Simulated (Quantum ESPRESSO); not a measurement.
# CdS (P1) in Quantum ESPRESSO: reference runs

Aim: a first look at CdS with PBE, on the cell as given.

Program: Quantum ESPRESSO 7.5. These are calculated values, not measurements. Logs are shortened: lines on timing, memory, paths and dates and some standing lists are left out, and cuts for length are marked.

### Step 1. The crystal as given

The typed cell holds 4 atoms: a = 4.115 Å, b = 4.115 Å, c = 5.820 Å, α = 90.00°, β = 90.00°, γ = 90.00°.

### Step 2. Single point, PBE

Contents of pw.in:

```
&CONTROL
  calculation = 'scf'
  prefix = 'pwscf'
  outdir = './tmp'
  pseudo_dir = './pseudo'
  tprnfor = .true.
  tstress = .true.
  disk_io = 'nowf'
/
&SYSTEM
  ibrav = 0
  nat = 4
  ntyp = 2
  ecutwfc = 60
  ecutrho = 480
  nbnd = 26
  occupations = 'smearing'
  smearing = 'fd'
  degauss = 0.00367493
/
&ELECTRONS
  conv_thr = 8d-10
  electron_maxstep = 120
  mixing_beta = 0.5
/
ATOMIC_SPECIES
Cd   112.4140 Cd.pbe-dn-rrkjus_psl.0.3.1.UPF
S     32.0600 s_pbe_v1.4.uspp.F.UPF
CELL_PARAMETERS angstrom
   0.0000000000   -2.9100000000   -2.9100000000
   0.0000000000    2.9100000000   -2.9100000000
   5.8200000000    0.0000000000    0.0000000000
ATOMIC_POSITIONS crystal
Cd     0.5150770400    0.5027829900    0.5104239100
Cd     0.9849229600    0.9972170100    0.9895760900
S      0.9993575300    0.5100543900    0.2362772000
S      0.5006424700    0.9899456100    0.7637228000
K_POINTS automatic
7 7 5 0 0 0
```

Potentials or basis: SSSP 1.3 efficiency PBE.

Run with:

```
$ OMP_NUM_THREADS=1 pw.x -in pw.in > pw.out
```

pw.out:

```text
This program is part of the open-source Quantum ESPRESSO suite
     for quantum simulation of materials; please cite
         "P. Giannozzi et al., J. Phys.:Condens. Matter 21 395502 (2009);
         "P. Giannozzi et al., J. Phys.:Condens. Matter 29 465901 (2017);
         "P. Giannozzi et al., J. Chem. Phys. 152 154105 (2020);
     in publications or presentations arising from this work. More details at

     file Cd.pbe-dn-rrkjus_psl.0.3.1.UPF: wavefunction(s)  4D renormalized

     G-vector sticks info
     --------------------
     sticks:   dense  smooth     PW     G-vecs:    dense   smooth      PW
     Sum        2313    1153    333               118125    41751    6393

     Using Slab Decomposition

     bravais-lattice index     =            0
     lattice parameter (alat)  =       7.7769  a.u.
     unit-cell volume          =     665.1745 (a.u.)^3
     number of atoms/cell      =            4
     number of atomic types    =            2
     number of electrons       =        36.00
     number of Kohn-Sham states=           26
     kinetic-energy cutoff     =      60.0000  Ry
     charge density cutoff     =     480.0000  Ry
     scf convergence threshold =      8.0E-10
     mixing beta               =       0.5000
     number of iterations used =            8  plain     mixing
     Exchange-correlation=  SLA  PW   PBX  PBC
                           (   1   4   3   4   0   0   0)

     celldm(1)=   7.776906  celldm(2)=   0.000000  celldm(3)=   0.000000
     celldm(4)=   0.000000  celldm(5)=   0.000000  celldm(6)=   0.000000

     crystal axes: (cart. coord. in units of alat)
               a(1) = (   0.000000  -0.707107  -0.707107 )
               a(2) = (   0.000000   0.707107  -0.707107 )
               a(3) = (   1.414214   0.000000   0.000000 )

     reciprocal axes: (cart. coord. in units 2 pi/alat)
               b(1) = (  0.000000 -0.707107 -0.707107 )
               b(2) = (  0.000000  0.707107 -0.707107 )
               b(3) = (  0.707107  0.000000  0.000000 )

     PseudoPot. # 1 for Cd read from file:
     Cd.pbe-dn-rrkjus_psl.0.3.1.UPF
     Pseudo is Ultrasoft + core correction, Zval = 12.0
     Generated using "atomic" code by A. Dal Corso  v.5.0.99 svn rev. 10869
     Using radial grid of 1239 points,  6 beta functions with:
                l(1) =   0
                l(2) =   0
                l(3) =   1
                l(4) =   1
                l(5) =   2
                l(6) =   2
     Q(r) pseudized with 0 coefficients

     PseudoPot. # 2 for S  read from file:
     s_pbe_v1.4.uspp.F.UPF
     Pseudo is Ultrasoft + core correction, Zval =  6.0
     Generated by new atomic code, or converted to UPF format
     Using radial grid of  907 points,  6 beta functions with:
                l(1) =   0
                l(2) =   0
                l(3) =   1
                l(4) =   1
                l(5) =   2
                l(6) =   2
     Q(r) pseudized with  8 coefficients,  rinner =    1.300   1.300   1.300
                                                       1.300   1.300

     atomic species   valence    mass     pseudopotential
     Cd               12.00   112.41400     Cd( 1.00)
     S                 6.00    32.06000     S ( 1.00)

     No symmetry found

   Cartesian axes

     site n.     atom                  positions (alat units)
         1        Cd     tau(   1) = (   0.7218484  -0.0086932  -0.7197357  )
         2        Cd     tau(   2) = (   1.3994719   0.0086932  -1.4015846  )
         3        S      tau(   3) = (   0.3341464  -0.3459896  -1.0673154  )
         4        S      tau(   4) = (   1.0800671   0.3459896  -1.0540049  )

     number of k points=   123  Fermi-Dirac smearing, width (Ry)=  0.0037

     Number of k-points >= 100: set verbosity='high' to print them.

     Dense  grid:   118125 G-vectors     FFT dimensions: (  60,  60,  80)

     Smooth grid:    41751 G-vectors     FFT dimensions: (  40,  40,  60)

     Initial potential from superposition of free atoms

     starting charge      35.9902, renormalised to      36.0000
     Starting wfcs are   26 randomized atomic wfcs

     Self-consistent Calculation

     iteration #  1     ecut=    60.00 Ry     beta= 0.50
     Davidson diagonalization with overlap
     ethr =  1.00E-02,  avg # of iterations =  5.4

     Threshold (ethr) on eigenvalues was too large:
     Diagonalizing with lowered threshold

     Davidson diagonalization with overlap
     ethr =  4.72E-04,  avg # of iterations =  2.3

     total energy              =    -292.83006505 Ry
     estimated scf accuracy    <       0.16941133 Ry

     iteration #  2     ecut=    60.00 Ry     beta= 0.50
     Davidson diagonalization with overlap
     ethr =  4.71E-04,  avg # of iterations =  2.0

     total energy              =    -292.86450242 Ry
     estimated scf accuracy    <       0.00755886 Ry

     iteration #  3     ecut=    60.00 Ry     beta= 0.50
     Davidson diagonalization with overlap
     c_bands:  1 eigenvalues not converged
     ethr =  2.10E-05,  avg # of iterations =  6.4

     total energy              =    -292.86548941 Ry
     estimated scf accuracy    <       0.00179889 Ry

     iteration #  4     ecut=    60.00 Ry     beta= 0.50
     Davidson diagonalization with overlap
     ethr =  5.00E-06,  avg # of iterations =  3.5

     total energy              =    -292.86577417 Ry
     estimated scf accuracy    <       0.00036118 Ry

     iteration #  5     ecut=    60.00 Ry     beta= 0.50
     Davidson diagonalization with overlap
     ethr =  1.00E-06,  avg # of iterations =  2.3

     total energy              =    -292.86583119 Ry
     estimated scf accuracy    <       0.00002451 Ry

     iteration #  6     ecut=    60.00 Ry     beta= 0.50
     Davidson diagonalization with overlap
     ethr =  6.81E-08,  avg # of iterations =  4.3

     total energy              =    -292.86584568 Ry
     estimated scf accuracy    <       0.00000212 Ry

     iteration #  7     ecut=    60.00 Ry     beta= 0.50
     Davidson diagonalization with overlap
     ethr =  5.89E-09,  avg # of iterations =  3.4

     total energy              =    -292.86584639 Ry
     estimated scf accuracy    <       0.00000033 Ry

     iteration #  8     ecut=    60.00 Ry     beta= 0.50
     Davidson diagonalization with overlap
     ethr =  9.30E-10,  avg # of iterations =  3.6

     total energy              =    -292.86584651 Ry
     estimated scf accuracy    <       0.00000005 Ry

     iteration #  9     ecut=    60.00 Ry     beta= 0.50
     Davidson diagonalization with overlap
     ethr =  1.47E-10,  avg # of iterations =  2.6

     total energy              =    -292.86584653 Ry
     estimated scf accuracy    <          3.8E-09 Ry

     iteration # 10     ecut=    60.00 Ry     beta= 0.50
     Davidson diagonalization with overlap
     ethr =  1.06E-11,  avg # of iterations =  4.0

     total energy              =    -292.86584653 Ry
     estimated scf accuracy    <          9.3E-10 Ry

     iteration # 11     ecut=    60.00 Ry     beta= 0.50
     Davidson diagonalization with overlap
     ethr =  2.59E-12,  avg # of iterations =  2.2

     End of self-consistent calculation

     Number of k-points >= 100: set verbosity='high' to print the bands.

     the Fermi energy is     6.1134 ev

!    total energy              =    -292.86584653 Ry
     estimated scf accuracy    <          1.7E-11 Ry
     smearing contrib. (-TS)   =      -0.00000003 Ry
     internal energy E=F+TS    =    -292.86584650 Ry

     The total energy is F=E-TS. E is the sum of the following terms:
     one-electron contribution =     -96.08099191 Ry
     hartree contribution      =      76.79204114 Ry
     xc contribution           =    -102.79274045 Ry
     ewald contribution        =    -170.78415529 Ry

     convergence has been achieved in  11 iterations

     Forces acting on atoms (cartesian axes, Ry/au):

     atom    1 type  1   force =    -0.02039257   -0.00190178    0.01285060
     atom    2 type  1   force =     0.02461643   -0.00533149   -0.02406413
     atom    3 type  2   force =     0.02979474   -0.01904984    0.00533960
     atom    4 type  2   force =    -0.03401859    0.02628311    0.00587393

     Total force =     0.070426     Total SCF correction =     0.000006

     Computing stress (Cartesian axis) and pressure

          total   stress  (Ry/bohr**3)                   (kbar)     P=       39.09
   0.00024795  -0.00004175  -0.00003362           36.47       -6.14       -4.95
  -0.00004175   0.00027816   0.00003183           -6.14       40.92        4.68
  -0.00003362   0.00003183   0.00027115           -4.95        4.68       39.89

=------------------------------------------------------------------------------=
   JOB DONE.
=------------------------------------------------------------------------------=
```

It took 6.3 min on 1 thread of Intel Xeon Platinum 8175M at 2.50GHz (Skylake/Cascade Lake), shared host; peak memory 0.7 GiB.

What came out:

```yaml
Free_energy: -3984.6428 eV
Pressure: 3.9 GPa
Largest_force: 1.116 eV/Å
Band_gap_on_the_k_mesh: 1.08 eV, direct
```

Forces on the atoms (eV/Å):
```
Cd  -0.524 -0.049  0.330
Cd   0.633 -0.137 -0.619
S    0.766 -0.490  0.137
S   -0.875  0.676  0.151
```

Caveat: forces of over 1 eV/Å show positions far from the minimum, so gaps and moduli don't describe the material at rest. As with any semilocal functional, this PBE gap is likely too small.
